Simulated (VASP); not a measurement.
# SnSe2 in VASP: relaxation of cell and atoms with PBE

Aim: the relaxation of cell and atoms of SnSe2 with PBE.

Everything below comes from runs of VASP 6.6.1. Logs are shortened: lines on timing, memory, paths and dates and some standing lists are left out, and cuts for length are marked.

### 1 Starting point

The cell holds a sheet with vacuum, 3 atoms: a = 3.850 Å, b = 3.850 Å, c = 19.180 Å, α = 90.00°, β = 90.00°, γ = 120.00°.

The cell was built by a generator and needn't be a form met in nature.

### 2 Relaxation of cell and atoms, PBE

Contents of INCAR:

```
SYSTEM = SnSe2
  PREC = Accurate
  ENCUT = 600
  EDIFF = 1E-6
  ISMEAR = 0
  SIGMA = 0.03
  LREAL = .FALSE.
  LASPH = .TRUE.
  NELM = 120
  ALGO = Normal
  ISIF = 3
  LWAVE = .FALSE.
  LCHARG = .FALSE.
  GGA = PE
  IBRION = 2
  NSW = 40
  EDIFFG = -0.005
  LATTICE_CONSTRAINTS = .TRUE. .TRUE. .FALSE.
  KPAR = 2
```

Contents of KPOINTS:

```
Automatic mesh
0
G
  12 12 1
  0 0 0
```

Contents of POSCAR:

```
SnSe2
1.0
    3.8500000000      0.0000000000      0.0000000000
   -1.9250000000      3.3341978000      0.0000000000
    0.0000000000      0.0000000000     19.1800000000
Se Sn
2 1
Direct
    0.3333330000      0.6666670000      0.4171011500
    0.6666670000      0.3333330000      0.5828988500
    0.0000000000      0.0000000000      0.5000000000
```

Potentials or basis: VASP PAW PBE potentials, release 64 (Se, Sn_d).

Command:

```
> cat potpaw_PBE.64/Se/POTCAR potpaw_PBE.64/Sn_d/POTCAR > POTCAR
> mpirun -np 2 vasp_std > vasp.out
```

OUTCAR:

```text
SYSTEM = SnSe2
   PREC = Accurate
   ENCUT = 600
   EDIFF = 1E-6
   ISMEAR = 0
   LREAL = .FALSE.
   LASPH = .TRUE.
   NELM = 120
   ISIF = 3
   GGA = PE
   IBRION = 2
   NSW = 40
   EDIFFG = -0.005

 ion  position               nearest neighbor table
   1  0.333  0.667  0.417-   3 2.73   3 2.73   3 2.73
   2  0.667  0.333  0.583-   3 2.73   3 2.73   3 2.73
   3  0.000  0.000  0.500-   1 2.73   2 2.73   1 2.73   2 2.73   2 2.73   1 2.73

  LATTYP: Found a hexagonal cell.
 ALAT       =     3.8500000000
 C/A-ratio  =     4.9818181818

  Lattice vectors:

 A1 = (   3.8500000000,   0.0000000000,   0.0000000000)
 A2 = (  -1.9250000000,   3.3341978000,   0.0000000000)
 A3 = (   0.0000000000,   0.0000000000,  19.1800000000)

Analysis of symmetry for initial positions (statically):
=====================================================================
 Subroutine PRICEL returns:
 Original cell was already a primitive cell.

 Routine SETGRP: Setting up the symmetry group for a
 hexagonal supercell.

 Subroutine GETGRP returns: Found 12 space group operations
 (whereof 12 operations were pure point group operations)
 out of a pool of 24 trial point group operations.

The static configuration has the point symmetry D_3d.

Analysis of symmetry for dynamics (positions and initial velocities):
=====================================================================
 Subroutine PRICEL returns:
 Original cell was already a primitive cell.

 Routine SETGRP: Setting up the symmetry group for a
 hexagonal supercell.

 Subroutine GETGRP returns: Found 12 space group operations
 (whereof 12 operations were pure point group operations)
 out of a pool of 24 trial point group operations.

The dynamic configuration has the point symmetry D_3d.

 Subroutine INISYM returns: Found 12 space group operations
 (whereof 12 operations are pure point group operations),
 and found     1 'primitive' translations

----------------------------------------------------------------------------------------

                                     Primitive cell

  volume of cell :     246.2072

  direct lattice vectors                    reciprocal lattice vectors
     3.850000000  0.000000000  0.000000000     0.259740260  0.149961109  0.000000000
    -1.925000000  3.334197800  0.000000000     0.000000000  0.299922218  0.000000000
     0.000000000  0.000000000 19.180000000     0.000000000  0.000000000  0.052137643

  length of vectors
     3.850000000  3.849999996 19.180000000     0.299922218  0.299922218  0.052137643

  position of ions in fractional coordinates (direct lattice)
     0.333333000  0.666667000  0.417101150
     0.666667000  0.333333000  0.582898850
     0.000000000  0.000000000  0.500000000

  ion indices of the primitive-cell ions
   primitive index   ion index
                 1           1
                 2           2
                 3           3

----------------------------------------------------------------------------------------

 KPOINTS: Automatic mesh

Automatic generation of k-mesh.
 Grid dimensions read from file:
 generate k-points for:   12   12    1

 Generating k-lattice:

  Cartesian coordinates                     Fractional coordinates (reciprocal lattice)
     0.021645022  0.012496759  0.000000000     0.083333333 -0.000000000  0.000000000
     0.000000000  0.024993518  0.000000000     0.000000000  0.083333333  0.000000000
     0.000000000  0.000000000  0.052137643     0.000000000  0.000000000  1.000000000

  Length of vectors
     0.024993518  0.024993518  0.052137643

  Shift w.r.t. Gamma in fractional coordinates (k-lattice)
     0.000000000  0.000000000  0.000000000

 Subroutine IBZKPT returns following result:
 ===========================================

 Found     19 irreducible k-points:

 Following reciprocal coordinates:
            Coordinates               Weight
  0.000000  0.000000  0.000000      1.000000
  0.083333  0.000000  0.000000      6.000000
  0.166667  0.000000  0.000000      6.000000
  0.250000  0.000000  0.000000      6.000000
  0.333333  0.000000  0.000000      6.000000
  0.416667  0.000000  0.000000      6.000000
[... 11 lines left out ...]
  0.333333  0.250000  0.000000     12.000000
  0.333333  0.333333  0.000000      2.000000
   k-points           NKPTS =     19   k-points in BZ     NKDIM =     19   number of bands    NBANDS=     17
   number of dos      NEDOS =    301   number of ions     NIONS =      3
   total plane-waves  NPLWV = 163840
   dimension x,y,z NGX =    32 NGY =   32 NGZ =  160
   dimension x,y,z NGXF=    64 NGYF=   64 NGZF=  320
   ions per type =               2   1
   NGX,Y,Z   is equivalent  to a cutoff of  13.82, 13.82, 13.87 a.u.
   NGXF,Y,Z  is equivalent  to a cutoff of  27.64, 27.64, 27.74 a.u.
 SYSTEM =  SnSe2
   PREC   = accura    normal or accurate (medium, high low for compatibility)
   ISTART =      0    job   : 0-new  1-cont  2-samecut
   ICHARG =      2    charge: 1-file 2-atom 10-const
   ISPIN  =      1    spin polarized calculation?
   LNONCOLLINEAR =      F non collinear calculations
   LSORBIT =      F    spin-orbit coupling
   LASPH  =      T    aspherical Exc in radial PAW
   ENCUT  =  600.0 eV  44.10 Ry    6.64 a.u.   7.69  7.69 38.31*2*pi/ulx,y,z
   NELM   =    120;   NELMIN=  2; NELMDL= -5     # of ELM steps
   EDIFF  = 0.1E-05   stopping-criterion for ELM
   LREAL  =      F    real-space projection
   EDIFFG = -.5E-02   stopping-criterion for IOM
   NSW    =     40    number of steps for IOM
   IBRION =      2    ionic relax: 0-MD 1-quasi-New 2-CG
   NFREE  =      1    steps in history (QN), initial steepest desc. (CG)
   ISIF   =      3    stress and relaxation
   ISYM   =      2    0-nonsym 1-usesym 2-fastsym
   POTIM  = 0.5000    time-step for ionic-motion
   TEBEG  =    0.0;   TEEND  =   0.0 temperature during run
   PSTRESS=    0.0 pullay stress
   NELECT =      26.0000    total number of electrons
   NUPDOWN=      -1.0000    fix difference up-down
   EMIN   =  10.00;   EMAX   =-10.00  energy-range for DOS
   EFERMI =   0.00;   METHOD = LEGACY
   ISMEAR =     0;   SIGMA  =   0.03  broadening in eV -4-tet -1-fermi 0-gaus
   EFERMI_NEDOS =   21; number of points for ismear=-14 and -15
   IALGO  =     38    algorithm
   IMIX   =      4    mixing-type and parameters
     AMIX     =   0.40;   BMIX     =  1.00
     AMIX_MAG =   1.60;   BMIX_MAG =  1.00
  volume/ion in A,a.u.               =      82.07       553.83
  Fermi-wavevector in a.u.,A,eV,Ry     =   0.773807  1.462282  8.146849  0.598777
  Thomas-Fermi vector in A             =   1.875729
   LORBIT       =      0    0 simple, 1 ext, 2 COOP (PROOUT), +10 PAW based schemes
   GGA     = PE    functional components
   LHFCALC =     F    Hartree Fock is set to
   AEXX    =    0.0000 exact exchange contribution
   IVDW    =     0    specifies the selected vdW correction
   LEPSILON=     F    determine dielectric tensor
   LRPA    =     F    only Hartree local field effects (RPA)
 conjugate gradient relaxation of ions
 non-spin polarized calculation
 Gauss-broadening in eV      SIGMA  =   0.03
  energy-cutoff  :      600.00
  volume of cell :      246.21
 maximum number of plane-waves:      8267
 NGX is ok and might be reduce to    32
   NGX = 15   NGY = 15   NGZ = 77

--------------------------------------- Ionic step        1  -------------------------------------------

 number of electron      25.9999998 magnetization

 Free energy of the ion-electron system (eV)
  ---------------------------------------------------
  ext. energy  EPLUGINS =         0.00000000
  ---------------------------------------------------
  free energy    TOTEN  =       -11.86084074 eV

  energy without entropy =      -11.86084074  energy(sigma->0) =      -11.86084074

------------------------ aborting loop because EDIFF is reached ----------------------------------------

  FORCE on cell =-STRESS in cart. coord.  units (eV):
  Direction    XX          YY          ZZ          XY          YZ          ZX
  --------------------------------------------------------------------------------------
  -------------------------------------------------------------------------------------
  Total        0.4442518      0.4442518      0.3631474     -0.0000000      0.0000000      0.0000000
  in kB        2.8909398      2.8909398      2.3631583     -0.0000000      0.0000000      0.0000000
  external PRESSURE =       2.7150126 kB  Pullay stress =       0.0000000 kB

 VOLUME and BASIS-vectors are now :
 -----------------------------------------------------------------------------
  energy-cutoff  :      600.00
  volume of cell :      246.21
      direct lattice vectors                 reciprocal lattice vectors
     3.850000000  0.000000000  0.000000000     0.259740260  0.149961109  0.000000000
    -1.925000000  3.334197800  0.000000000     0.000000000  0.299922218  0.000000000
     0.000000000  0.000000000 19.180000000     0.000000000  0.000000000  0.052137643
[... 223 lines left out ...]
 POSITION                                       TOTAL-FORCE (eV/Angst)
 -----------------------------------------------------------------------------------
     -0.00000      2.23436      7.99365        -0.000000      0.000000      0.003069
      1.93502      1.11718     11.18635         0.000000     -0.000000     -0.003069
     -1.93501      3.35154      9.59000        -0.000000      0.000000      0.000000
 -----------------------------------------------------------------------------------
    total drift:                                0.000000      0.000000      0.000000

  FREE ENERGIE OF THE ION-ELECTRON SYSTEM (eV)
  ---------------------------------------------------
  free  energy   TOTEN  =       -11.8637239615 eV

  energy  without entropy=      -11.8637239615  energy(sigma->0) =      -11.86372396

--------------------------------------- Ionic step        8  -------------------------------------------

 number of electron      25.9999997 magnetization

 Free energy of the ion-electron system (eV)
  ---------------------------------------------------
  ext. energy  EPLUGINS =         0.00000000
  ---------------------------------------------------
  free energy    TOTEN  =       -11.86372808 eV

  energy without entropy =      -11.86372808  energy(sigma->0) =      -11.86372808

 E-fermi :  -2.7956     XC(G=0):  -3.5333

 val. band max:       -2.9245241346   @ k =   0.1667   0.0000   0.0000
 cond. band min:      -2.1322772905   @ k =   0.5000   0.0000   0.0000
 fundamental gap:      0.7922468441
 Fermi energy:        -2.7956489048

 k-point     1 :       0.0000    0.0000    0.0000
  band No.  band energies     occupation
      1     -24.0267      2.00000
      2     -24.0267      2.00000
      3     -23.9936      2.00000
      4     -23.9847      2.00000
      5     -23.9847      2.00000
      6     -16.2376      2.00000
[... 9 lines left out ...]
     16       1.6492      0.00000
     17       1.6492      0.00000
[... 380 lines left out ...]
 POSITION                                       TOTAL-FORCE (eV/Angst)
 -----------------------------------------------------------------------------------
     -0.00000      2.23398      7.99382        -0.000000      0.000000     -0.000680
      1.93468      1.11699     11.18618        -0.000000     -0.000000      0.000680
      0.00000      0.00000      9.59000         0.000000      0.000000      0.000000
 -----------------------------------------------------------------------------------
    total drift:                               -0.000000      0.000000      0.000000

  FREE ENERGIE OF THE ION-ELECTRON SYSTEM (eV)
  ---------------------------------------------------
  free  energy   TOTEN  =       -11.8637280764 eV

  energy  without entropy=      -11.8637280764  energy(sigma->0) =      -11.86372808

 reached required accuracy - stopping structural energy minimisation
```

It took 2.6 min on 2 MPI ranks of Intel Xeon 6975P-C (Granite Rapids), shared host; peak memory 0.5 GiB.

What came out:

- Free energy: -11.8637 eV
- Relaxed volume: 82.90 Å³/atom
- Relaxed cell: a = 3.869 Å, b = 3.869 Å, c = 19.180 Å, α = 90.00°, β = 90.00°, γ = 120.00°
- Space group after relaxing (to 0.05 Å): P-3m1 (No. 164)
- Energy gained by relaxing: 1.0 meV/atom
- Ionic steps: 8
- Band gap on the k mesh: 0.79 eV, indirect (least direct gap 1.10 eV)

The path:
| step | energy change (eV) | largest force (eV/Å) | pressure (GPa) | volume (Å³) |
| --- | --- | --- | --- | --- |
| 1 | 0.0000 | 0.1157 | 0.27 | 246.21 |
| 2 | -0.0026 | 0.0176 | -0.08 | 249.74 |
| 3 | -0.0029 | 0.0139 | 0.00 | 248.88 |
| 4 | -0.0029 | 0.0159 | 0.01 | 248.82 |
| 5 | -0.0029 | 0.0119 | 0.01 | 248.76 |
| 6 | -0.0029 | 0.0034 | 0.01 | 248.62 |
| 7 | -0.0029 | 0.0031 | -0.01 | 248.78 |
| 8 | -0.0029 | 0.0007 | 0.00 | 248.69 |

Final structure:
```xyz
3
Lattice="3.8694 0.0000 0.0000 -1.9347 3.3510 0.0000 0.0000 0.0000 19.1800" Properties=species:S:1:pos:R:3 pbc="T T T"
Se    0.0000    2.2340    7.9938
Se    1.9347    1.1170   11.1862
Sn    0.0000    0.0000    9.5900
```

Caveat: spin-orbit coupling is left out, which moves the levels of the heavy elements.
